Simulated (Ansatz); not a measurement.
System: LiH (rock salt type), 2 atoms in the cell.

```
CELL_PARAMETERS angstrom
0.00000 2.01000 2.01000
2.01000 0.00000 2.01000
2.01000 2.01000 0.00000
ATOMIC_POSITIONS crystal
Li 0.00000 0.00000 0.00000
H 0.50000 0.50000 0.50000
```

Code and potentials: Ansatz PAW hard set, 700 eV. Settings: k-mesh 6×6×6 Γ-centred; Fermi–Dirac smearing of 0.02 eV; no spin polarisation.

Plain PBE gives:

```json
{
  "Pressure": "-0.32 GPa",
  "Gap on the mesh": "2.99 eV"
}
```

(1) What changes under r²SCAN?

## Answers

(1) The pressure goes down by 0.03 GPa to -0.35 GPa; the gap goes up by 0.65 eV to 3.64 eV.

The stress includes the program's correction for the finite plane-wave basis.

A gap read on the mesh is an upper bound of this method's gap, since the mesh can miss a band edge. Potentials made with PBE were used with another functional (at least in: Ansatz PAW hard set, 700 eV (r²SCAN)). Semilocal functionals give gaps that mostly lie well below measured ones.
